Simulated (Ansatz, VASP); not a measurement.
## MgI2 (1T-MgI2, 1 layer): VASP beside Ansatz

Aim: how closely do two programs agree when they are given the same cell, functional and k mesh? Of the first pair: The structure shown is the start of the Ansatz relaxation below; VASP solves that cell, so the two are compared at the walk's first step.

Program: Ansatz 0.2.0. Level of theory: plane waves, with VASP 6.6.1 beside it; single point at PBE. Results are calculated unless marked as measured.

## Step 1: Set-up

The cell holds 3 atoms: 2 I and 1 Mg. Cell: a = 4.200 Å, b = 4.200 Å, c = 17.592 Å, α = 90.0°, β = 90.0°, γ = 120.0°. Vacuum lies along c.

## Step 2: Ansatz: relaxation, PBE

Ansatz runs on its default PAW (the set named soft_2) files.

The two programs are compared at the cell with which this relaxation starts, whose forces are those of its first step.

input.yaml reads:

```yaml
crystal:
  lattice:
    - [4.2, 0.0, 0.0]
    - [-2.1, 3.6373066959, 0.0]
    - [0.0, 0.0, 17.5921035859]
  atoms:
    - { symbol: I, position: [0.6666666667, 0.3333333333, 0.4263276397] }
    - { symbol: Mg, position: [0.0, 0.0, 0.5] }
    - { symbol: I, position: [0.3333333333, 0.6666666667, 0.5736723603] }
kpoints:
  mp_grid: { grid: [6, 6, 1] }
hamiltonian:
  xc: pbe
scf:
  occupations: { method: fermi_dirac, width: 0.05 }
  convergence: { dr2_threshold: 1.0e-08 }
efield:
  axis: 3
  dipole_correction: true
  ramp_position: 0.97
  ramp_width: 0.04
relax:
  f_tol: 0.01
  cell: { fix: [c, alpha, beta] }
output:
  write_potential: true
  write_density: true
  volumetric_format: npy
```

On the command line:

```console
> ansatz run input.yaml --threads 4 --pin off --max-ram 8192MiB --backend cpu --events-out ev --progress --plain --runs-dir out
```

Numbers of over 12 decimals in the logs are rounded to 6 here.

The log of the run:

```text
Warning: relax.cell: scf.convergence.dr2_threshold = 1e-8 eV is looser than the 3e-10 eV advised for a relaxation that steers and ends on the stress (1e-10 eV for each atom of the cell: 3). What an SCF threshold leaves in a stress goes as its square root, and in the free energy as the threshold itself, and one threshold admits the most on a small cell: [figures from the program's tests cut] Set scf.convergence.dr2_threshold to 3e-10 eV or tighter. The threshold is an SCF's pass mark: one that does not reach it within its budget of iterations ends unconverged, or closes short of it on a stop that the run arms, and scf.convergence.dr2_threshold's page says what that costs each kind of run
Engine: ansatz 0.2.0, aarch64-unknown-linux-gnu
Pseudopotentials: kind: paw
Pseudopotential: I, paw, valence charge 17, recommended cutoff 420 eV (normal), I.paw.azcp
Pseudopotential: Mg, paw, valence charge 10, recommended cutoff 420 eV (normal), Mg.paw.azcp
Functional definition: PBE
  parameter kappa = 0.804
  parameter beta = 0.066725
  exchange = pbe_x(kappa = kappa, mu = beta*pi^2/3)
  correlation = pbe_c(beta = beta)
Crystal: 3 atoms, lattice volume = 268.749 Å³
Basis set: ecut = 420 eV, 5165 PW (Γ), exchange–correlation on 60×60×240 points (8 copies of the dense FFT grid, shifted against one another)
Bands: 27, of which v1, the nominal top of the filled ones, is band 22 counted from 1 (21 counted from 0)
Symmetry: 6 space group operations
k-points: 7 of 36 (time reversal used)
Non-local potential: I, projectors of the file, l = 0: 2, l = 1: 2, l = 2: 2, l = 3: 2
Non-local potential: Mg, projectors of the file, l = 0: 3, l = 1: 2, l = 2: 1
PAW form: soft (Blöchl's): semilocal exchange-correlation on the pseudo side does not see the compensation charge
PAW one-centre angular grid: I, 590 points (default); XC on 64 Gauss nodes
PAW one-centre angular grid: Mg, 110 points (default); XC on 64 Gauss nodes
Initial density: superposition of atomic densities (neutral atoms: chi_scale 0, normalization atom), corrected by the library's trained network
Initial wavefunctions: pseudopotential atomic-orbital guess
Functional: x = pbe(κ = 0.804, μ = 0.219515), c = pbe(β = 0.066725)
SCF iter   1: F=—  HF=-16951.976274 eV  |F-HF|=—  |Δ(HF+E_count)|=         —  Δρ=4.72e-4  dr2=8.99e-4  ethr=1.77e-3  p=0.001 e·Å  D=4.05e-4 V/Å  ΔV_dip=-0.01 eV  dr2_dipole=9.19e-7  V_vac-E_F(+/−)=4.62/4.63 eV  ⟨swp⟩=14.3  Hψ=1178  notcnv=0
efield: sawtooth ramp at fractional position 0.9700 (set: `efield.ramp_position`, or a place that a band, a saddle search or an elastic batch's reference lends), width 0.0400; the density the first Hamiltonian is built on has a dipole p = 0.001 e·Å; the dipole correction subtracts the counter field D = 4.05e-4 V/Å, which shifts the + side's vacuum level by -0.01 eV against the − side's; the planar-averaged density in the ramp window peaks in size at 5.5e-5 e/Å³
preconditioner: auto → Resta (q_TF=auto, 2.018 Å⁻¹)  ε∞=1.7  [insulator: Δε(μ)=3.536 eV  Ē_g=10.472 eV  σ=0.050 eV  W_gap=1.00  n_scr=40 (ndim 8)  ℏωp=9.1 eV  f_vac=0.650  D(μ)=0.00/eV (n_scr^D=0)  ε∞_Penn≈1.7  vacuum switching on, ρ_ref=8.0e-3 e/Å³]
SCF iter   2: F=—  HF=-16951.977434 eV  |F-HF|=—  |Δ(HF+E_count)|=   1.16e-3  Δρ=3.28e-4  dr2=9.80e-4  ethr=2.04e-6  p=-0.000 e·Å  D=-7.53e-6 V/Å  ΔV_dip=0.00 eV  dr2_dipole=2.37e-7  V_vac-E_F(+/−)=4.56/4.56 eV  ⟨swp⟩=3.3  Hψ=458  notcnv=0  defer=6
SCF iter   3: F=—  HF=-16951.977592 eV  |F-HF|=—  |Δ(HF+E_count)|=   1.57e-4  Δρ=1.75e-4  dr2=8.64e-5  ethr=2.04e-6  p=0.000 e·Å  D=1.14e-4 V/Å  ΔV_dip=-0.00 eV  dr2_dipole=7.37e-8  V_vac-E_F(+/−)=4.51/4.51 eV  ⟨swp⟩=2.0  Hψ=243  notcnv=0  defer=6
SCF iter   4: F=—  HF=-16951.977825 eV  |F-HF|=—  |Δ(HF+E_count)|=   2.33e-4  Δρ=6.56e-5  dr2=3.22e-5  ethr=1.96e-7  p=0.000 e·Å  D=1.48e-6 V/Å  ΔV_dip=-0.00 eV  dr2_dipole=6.04e-11  V_vac-E_F(+/−)=4.48/4.48 eV  ⟨swp⟩=2.1  Hψ=255  notcnv=0  defer=6
SCF iter   5: F=—  HF=-16951.977844 eV  |F-HF|=—  |Δ(HF+E_count)|=   1.89e-5  Δρ=2.73e-5  dr2=9.72e-6  ethr=7.33e-8  p=0.000 e·Å  D=8.13e-5 V/Å  ΔV_dip=-0.00 eV  dr2_dipole=1.42e-7  V_vac-E_F(+/−)=4.47/4.47 eV  ⟨swp⟩=2.3  Hψ=238  notcnv=0  defer=6
SCF iter   6: F=—  HF=-16951.977759 eV  |F-HF|=—  |Δ(HF+E_count)|=   8.48e-5  Δρ=1.36e-5  dr2=2.48e-6  ethr=2.21e-8  p=-0.000 e·Å  D=-4.97e-5 V/Å  ΔV_dip=0.00 eV  dr2_dipole=3.57e-8  V_vac-E_F(+/−)=4.47/4.47 eV  ⟨swp⟩=2.0  Hψ=221  notcnv=0  defer=7
SCF iter   7: F=—  HF=-16951.977759 eV  |F-HF|=—  |Δ(HF+E_count)|=   1.63e-7  Δρ=3.72e-6  dr2=1.64e-7  ethr=5.65e-9  p=0.000 e·Å  D=6.99e-7 V/Å  ΔV_dip=-0.00 eV  dr2_dipole=5.35e-10  V_vac-E_F(+/−)=4.47/4.47 eV  ⟨swp⟩=2.0  Hψ=230  notcnv=0  defer=7
[...]
SCF 5 converged in 5 iterations: F = -16952.814702 eV  dr2 = 1.14e-9
relax step   5: F+E_penalty+E_count = -16952.81470159 eV  Δ(F+E_penalty+E_count) = -1.160e-4 eV  max|allowed force component| = 1.742e-3 eV/Å  Δτ_max = 0.0033 Å  P = +0.013 GPa  Ω = 269.152 Å³  energy of the carried Pulay correction = -1.320e-5 eV  fix = [c, alpha, beta]  reactions: c +0.004 GPa  (5 SCF iters, accepted)
Initial wavefunctions: pseudopotential atomic-orbital guess (no wavefunctions were taken with the density)
iter 1 solved again at ethr=5.02e-6 eV; its pass at ethr=3.10e-3 eV (dr2=2.21e-3 eV) is discarded
SCF iter   1: F=—  HF=-16952.813145 eV  |F-HF|=—  |Δ(HF+E_count)|=         —  Δρ=7.41e-5  dr2=3.14e-7  ethr=5.02e-6  p=-0.000 e·Å  D=-1.06e-5 V/Å  ΔV_dip=0.00 eV  dr2_dipole=9.56e-11  V_vac-E_F(+/−)=4.63/4.63 eV  ⟨swp⟩=3.0  Hψ=1530  notcnv=0
efield: sawtooth ramp at fractional position 0.9700 (set: `efield.ramp_position`, or a place that a band, a saddle search or an elastic batch's reference lends), width 0.0400; the density the first Hamiltonian is built on has a dipole p = -0.000 e·Å; the dipole correction subtracts the counter field D = -1.06e-5 V/Å, which shifts the + side's vacuum level by +0.00 eV against the − side's; the planar-averaged density in the ramp window peaks in size at 1.2e-5 e/Å³
eigensolver tolerance schedule: the retry pair's looser diagonalisation over-reported the residual by 7034.27 of it (diagonalisation noise at an unbounded share of the residual, at the tolerance the schedule requests for it); recorded, not acted on — ethr = c·dr2/N_el stays at c = 1.0e-1
preconditioner: auto → Resta (q_TF=auto, 2.017 Å⁻¹)  ε∞=1.8  [insulator: Δε(μ)=3.657 eV  Ē_g=9.916 eV  σ=0.050 eV  W_gap=1.00  n_scr=40 (ndim 8)  ℏωp=9.1 eV  f_vac=0.611  D(μ)=0.00/eV (n_scr^D=0)  ε∞_Penn≈1.8  vacuum switching on, ρ_ref=7.1e-3 e/Å³]
SCF iter   2: F=—  HF=-16952.814152 eV  |F-HF|=—  |Δ(HF+E_count)|=   1.01e-3  Δρ=3.71e-5  dr2=8.62e-8  ethr=7.13e-10  p=-0.000 e·Å  D=-7.39e-6 V/Å  ΔV_dip=0.00 eV  dr2_dipole=1.95e-11  V_vac-E_F(+/−)=4.63/4.63 eV  ⟨swp⟩=4.0  Hψ=512  notcnv=0
SCF iter   3: F=—  HF=-16952.814696 eV  |F-HF|=—  |Δ(HF+E_count)|=   5.44e-4  Δρ=3.78e-6  dr2=2.40e-8  ethr=1.96e-10  p=-0.000 e·Å  D=-1.17e-5 V/Å  ΔV_dip=0.00 eV  dr2_dipole=2.06e-10  V_vac-E_F(+/−)=4.63/4.63 eV  ⟨swp⟩=4.1  Hψ=431  notcnv=0
SCF iter   4: F=-16952.814713 eV  HF=-16952.814712 eV  |F-HF|=3.67e-7  |Δ(HF+E_count)|=   1.63e-5  Δρ=6.35e-7  dr2=1.49e-9  ethr=2.27e-11  p=-0.000 e·Å  D=-7.83e-6 V/Å  ΔV_dip=0.00 eV  dr2_dipole=1.01e-11  V_vac-E_F(+/−)=4.63/4.63 eV  ⟨swp⟩=14.7  Hψ=1325  notcnv=0
SCF 6 converged in 4 iterations: F = -16952.814713 eV  dr2 = 1.49e-9
relax step   6: F+E_penalty+E_count = -16952.81471266 eV  Δ(F+E_penalty+E_count) = -1.108e-5 eV  max|allowed force component| = 1.764e-3 eV/Å  Δτ_max = 0.0000 Å  P = +0.012 GPa  Ω = 269.152 Å³  fix = [c, alpha, beta]  reactions: c +0.003 GPa  stress off target by 1.69e-2 GPa on what of the cell is left free  SCF on the basis re-selected at this cell (its energy is not comparable with the rows above)  (4 SCF iters)
basis re-selected at this cell: Δ(F+E_penalty+E_count) = -1.108e-5 eV, ΔP = -0.000 GPa vs the last step (what re-selecting the basis moved, of the pressure what is left beyond the Pulay correction that the steps carried, after the strain that the cell walked since its last selection, with what the two solves' SCF thresholds leave and, on support functions, any second-order correction that the steps lacked; it is no m [...]
WARN: The input density's exchange-correlation potential varies sharply where the density is thin. Do not read a vacuum level from v_tot or v_xc, or from such a field of the output density. On a cell that repeats whose density bears no net charge and no dipole along the vacuum's axis use v_es (v_loc + v_h of the components); under efield.dipole_correction with no amplitude use v_es + v_field, which holds any external [...]
SCF converged after 4 iterations
Free energy (F): -16952.814713 eV
Harris-Foulkes:  -16952.814712 eV  (|F-HF|=3.67e-7)
Internal energy: -16952.814713 eV  (E = F + TS)
E sigma→0 (E₀):  -16952.814713 eV
Fermi energy:    -0.354345 eV
Dipole field:    D = -0.000012 V/Å  (p = -0.000017 e·Å, saw-weighted, corrected)
Work function:   Φ+ = 4.6332 eV   Φ− = 4.6330 eV
Levels:          The Fermi level and band energies are counted from a zero that moves with the ramp; work functions are not
--- Per-component energies (eV) ---
  E_band       = -1428.963324
  E_kinetic    = 453.054557
  E_local      = -21639.923864  (includes V_loc(G=0)·N_el)
  E_nonlocal   = -85.660420
  E_hartree    = 10500.831695
  E_xc         = -284.730423
  E_vxc        = -294.080587  (∫ρ·V_xc dr)
  E_paw        = -9926.410368  (= ΣΔE_a)
  E_vpaw       = -864.019300  (= ΣTr[D̂ρ^β])
  E_aug_tail   = -0.000017  (compensation charges beyond the density's cutoff)
  E_efield     = 0.000000  (sawtooth field / dipole correction)
  E_vefield    = 0.000089  (∫n·V_field dr)
  E_ewald      = 4030.024128
  E_smearing   = -0.000000  (= −TS)
  E_closure    = 0.000000  (closes the sum)
  Σ components = -16952.814713   (vs F -16952.814713, Δ=0.00e0)
--- Forces (eV/Å), atoms counted from 1 ---
  atom   1  I     -0.00000000    -0.00000000    -0.00174445
  atom   2  Mg    -0.00000000     0.00000000    -0.00001874
  atom   3  I      0.00000000     0.00000000     0.00176386
  max |Σ_I F_I| component: 6.66e-7 eV/Å
--- Stress (GPa, compression-positive) ---
        0.016893       0.000000       0.000000
        0.000000       0.016893      -0.000000
        0.000000      -0.000000       0.003411
  P = ⅓ Tr σ = 0.0124 GPa (0.124 kbar)
--- Band table (eV; the first three rows and the last of 7) ---
  k-point 0: bands = [... 18 lower, -2.4551, -2.4551, -2.1862, -2.1862, 1.8082, 2.7230, 3.8709, 3.9816, ... 1 higher]
  k-point 1: bands = [... 18 lower, -2.9113, -2.7335, -2.6343, -2.2597, 2.4414, 3.3002, 3.9538, 4.0376, ... 1 higher]
  k-point 2: bands = [... 18 lower, -3.5738, -3.1368, -2.6818, -2.4818, 1.8916, 3.3441, 3.9025, 4.8009, ... 1 higher]
  k-point 6: bands = [... 18 lower, -4.4915, -3.9883, -2.8675, -2.8675, 2.2631, 4.3372, 4.3372, 5.7606, ... 1 higher]
--- Relaxed structure (5 steps of the walk, 5 accepted, 1 SCFs on fresh bases) ---
  F+E_penalty+E_count = -16952.81471266 eV   max|allowed force component| = 1.764e-3 eV/Å   (the final SCF, on the basis selected at the relaxed cell)
  cell:  # Å, volume = 269.1521 Å³
    - [4.203148, 0, 0]
    - [-2.101574, 3.640033, 0]
    - [0, 0, 17.5921035859]
  atoms:
    - { symbol: I, position: [0.666667, 0.333333, 0.404851] }
    - { symbol: Mg, position: [0, 0, 0.500000] }
    - { symbol: I, position: [0.333333, 0.666667, 0.595149] }
```

In the SCF lines HF is the Harris–Foulkes energy and dr2 the Hartree energy of the density residual, in eV; the loop may stop once dr2 is under the threshold and the program's other checks hold. Hψ counts applications of the Hamiltonian.

## Step 3: VASP: single point, PBE, start cell, pair 1

The same cell, functional, mesh and smearing now go to VASP, with its own data sets.

Lines of VASP's logs that name or quote its potential files are left out, and so is its time.

INCAR reads:

```
SYSTEM = MgI2
PREC = Accurate
ENCUT = 520
EDIFF = 1E-06
NELM = 120
ISMEAR = -1
SIGMA = 0.05
LREAL = .FALSE.
ALGO = Normal
GGA = PE
NBANDS = 14
LORBIT = 11
LWAVE = .FALSE.
LCHARG = .FALSE.
ISIF = 2
LDIPOL = .TRUE.
IDIPOL = 3
DIPOL = 0.5 0.5 0.5
LVHAR = .TRUE.
LASPH = .TRUE.
GGA_COMPAT = .FALSE.
EFERMI = MIDGAP
NELMDL = -8
```

POSCAR reads:

```
MgI2
1.0
    4.2000000000      0.0000000000      0.0000000000
   -2.1000000000      3.6373070000      0.0000000000
    0.0000000000      0.0000000000     17.5921040000
I Mg
2 1
Direct
    0.6666666667      0.3333333333      0.4263276297
    0.3333333333      0.6666666667      0.5736723703
    0.0000000000      0.0000000000      0.5000000000
```

KPOINTS reads:

```
Automatic mesh
0
Gamma
6 6 1
0 0 0
```

Potentials, in the order of the species: I and Mg (PBE family, release 64).

On the command line:

```console
> mpirun -np 1 vasp_std
```

The log of the run:

```text
[banner, memory and clock lines left out]
running    1 mpi-ranks, on    1 nodes
 distrk:  each k-point on    1 cores,    1 groups
 distr:  one band on    1 cores,    1 groups

 POSCAR found type information on POSCAR I Mg
 POSCAR found :  2 types and       3 ions
 LDA part: xc-table for (Slater+PW92), standard interpolation
 POSCAR, INCAR and KPOINTS ok, starting setup
 FFT: planning ... GRIDC
 FFT: planning ... GRID_SOFT
 FFT: planning ... GRID
 WAVECAR not read
 entering main loop
       N       E                     dE             d eps       ncg     rms          rms(c)
DAV:   1     0.116482092991E+03    0.11648E+03   -0.47873E+03   196   0.797E+02
DAV:   2     0.697189013169E+01   -0.10951E+03   -0.99163E+02   330   0.128E+02
DAV:   3    -0.659355366169E+01   -0.13565E+02   -0.13429E+02   268   0.581E+01
DAV:   4    -0.701849983808E+01   -0.42495E+00   -0.42475E+00   262   0.127E+01
DAV:   5    -0.703325529310E+01   -0.14755E-01   -0.14755E-01   296   0.264E+00
DAV:   6    -0.703338172588E+01   -0.12643E-03   -0.12643E-03   262   0.218E-01
DAV:   7    -0.703338833568E+01   -0.66098E-05   -0.66096E-05   290   0.438E-02
DAV:   8    -0.703338865132E+01   -0.31564E-06   -0.31582E-06   230   0.655E-03    0.509E+00
DAV:   9    -0.692384009597E+01    0.10955E+00   -0.12989E-01   238   0.171E+00    0.332E+00
DAV:  10    -0.690550141734E+01    0.18339E-01   -0.17990E-01   250   0.210E+00    0.644E-01
DAV:  11    -0.690180238142E+01    0.36990E-02   -0.18849E-02   226   0.685E-01    0.139E-01
DAV:  12    -0.690186790287E+01   -0.65521E-04   -0.42514E-04   256   0.136E-01    0.598E-02
DAV:  13    -0.690186377182E+01    0.41310E-05   -0.11022E-04   238   0.525E-02    0.477E-02
DAV:  14    -0.690190255154E+01   -0.38780E-04   -0.27553E-05   232   0.346E-02    0.153E-02
DAV:  15    -0.690190438050E+01   -0.18290E-05   -0.10309E-06   194   0.597E-03    0.903E-03
DAV:  16    -0.690191341699E+01   -0.90365E-05   -0.11392E-06   182   0.569E-03    0.710E-03
DAV:  17    -0.690191477206E+01   -0.13551E-05   -0.10646E-07   200   0.195E-03    0.594E-03
DAV:  18    -0.690191886404E+01   -0.40920E-05   -0.41145E-07   204   0.262E-03    0.509E-03
DAV:  19    -0.690192033717E+01   -0.14731E-05   -0.77234E-08   200   0.111E-03    0.411E-03
DAV:  20    -0.690192176652E+01   -0.14293E-05   -0.65658E-08   176   0.123E-03    0.113E-03
DAV:  21    -0.690192214482E+01   -0.37830E-06   -0.83473E-09   206   0.532E-04
   1 F= -.69019221E+01 E0= -.69019221E+01  d E =-.672442E-15
```

Parts of OUTCAR (step 3):

```text
ion  position               nearest neighbor table
   1  0.667  0.333  0.426-   3 2.75   3 2.75   3 2.75   2 3.55   2 3.55   2 3.55
   2  0.333  0.667  0.574-   3 2.75   3 2.75   3 2.75   1 3.55   1 3.55   1 3.55
   3  0.000  0.000  0.500-   1 2.75   2 2.75   1 2.75   2 2.75   1 2.75   2 2.75

  LATTYP: Found a hexagonal cell.
 ALAT       =     4.2000000000
 C/A-ratio  =     4.1885961905

 Subroutine GETGRP returns: Found 12 space group operations
 (whereof 12 operations were pure point group operations)

The static configuration has the point symmetry D_3d.

 Found      7 irreducible k-points:

   k-points           NKPTS =      7   k-points in BZ     NKDIM =      7   number of bands    NBANDS=     14

   dimension x,y,z NGX =    32 NGY =   32 NGZ =  140
   dimension x,y,z NGXF=    64 NGYF=   64 NGZF=  280

   ENCUT  =  520.0 eV  38.22 Ry    6.18 a.u.   7.81  7.81 32.71*2*pi/ulx,y,z

   NELECT =      16.0000    total number of electrons

 k-points in reciprocal lattice and weights: Automatic mesh
   0.00000000  0.00000000  0.00000000       0.028
   0.16666667  0.00000000  0.00000000       0.167
   0.33333333 -0.00000000  0.00000000       0.167
   0.50000000  0.00000000  0.00000000       0.083
   0.16666667  0.16666667  0.00000000       0.167
   0.33333333  0.16666667  0.00000000       0.333
   0.33333333  0.33333333  0.00000000       0.056

 dipolmoment           0.000000      0.000000     -0.000000 electrons x Angstroem

 average (electrostatic) potential at core
       1 -97.7416       2 -97.7416       3 -43.8579

 E-fermi :  -1.2263

 k-point     1 :       0.0000    0.0000    0.0000
  band No.  band energies     occupation
    ...
      4      -4.3014      2.00000
      5      -4.3014      2.00000
      6      -3.5279      2.00000
      7      -3.5279      2.00000
      8      -3.2735      2.00000
      9       1.1205      0.00000
     10       1.5078      0.00000
     11       2.8316      0.00000
     12       2.9169      0.00000
     13       3.0172      0.00000
    ...

 k-point     2 :       0.1667    0.0000    0.0000
  band No.  band energies     occupation
    ...
      4      -5.3642      2.00000
      5      -4.6694      2.00000
      6      -4.1179      2.00000
      7      -3.4621      2.00000
      8      -2.9940      2.00000
      9       1.6627      0.00000
     10       2.1221      0.00000
     11       2.7350      0.00000
     12       2.8989      0.00000
     13       3.5366      0.00000
    ...

 k-point     3 :       0.3333   -0.0000    0.0000
  band No.  band energies     occupation
    ...
      4      -6.1337      2.00000
      5      -5.1596      2.00000
      6      -4.4412      2.00000
      7      -3.5450      2.00000
      8      -3.2009      2.00000
      9       0.8896      0.00000
     10       2.4495      0.00000
     11       3.4783      0.00000
     12       3.9491      0.00000
     13       4.6386      0.00000
    ...

  Total        4.7779140      4.7779148      6.2270821      0.0000000      0.0000000      0.0000000
  in kB       28.4840591     28.4840638     37.1234338      0.0000000      0.0000000      0.0000000
  external PRESSURE =      31.3638522 kB  Pullay stress =       0.0000000 kB

  energy-cutoff  :      520.00
  volume of cell :      268.75
      direct lattice vectors                 reciprocal lattice vectors
     4.200000000  0.000000000  0.000000000     0.238095238  0.137464338  0.000000000
    -2.100000000  3.637307000  0.000000000     0.000000000  0.274928677  0.000000000
     0.000000000  0.000000000 17.592104000     0.000000000  0.000000000  0.056843684

 POSITION                                       TOTAL-FORCE (eV/Angst)
 -----------------------------------------------------------------------------------
      2.10000      1.21244      7.50000         0.000000     -0.000000     -2.402860
     -0.00000      2.42487     10.09210        -0.000000      0.000000      2.402860
      0.00000      0.00000      8.79605         0.000000      0.000000     -0.000000
 -----------------------------------------------------------------------------------
    total drift:                               -0.000000     -0.000000     -0.000000

  FREE ENERGIE OF THE ION-ELECTRON SYSTEM (eV)
  ---------------------------------------------------
  free  energy   TOTEN  =        -6.9019221448 eV

  energy  without entropy=       -6.9019221448  energy(sigma->0) =       -6.90192214

 vacuum level on the upper side and lower side of the slab         3.288         3.288

 total charge
# of ion       s       p       d       tot
------------------------------------------
    1        1.505   2.893   0.020   4.418
    2        1.505   2.893   0.020   4.418
    3        0.155   0.151   0.045   0.351
--------------------------------------------------
tot          3.164   5.937   0.085   9.186

[... 3 further parts left out ...]
```

(Continued in part 2 of 2.)

[Lines on the potential files, build, host, timing and source positions are cut from VASP's logs without a mark.]

[Logs are printed without paths, hosts, clocks, repeated set-up lines and the standing remarks that a program may print on its own settings, such as how far it seeks lower states.]

[Hosts, paths, dates, database ids (printed as entryN), source tags and the programs' standing remarks are cut or masked in the printed files.]
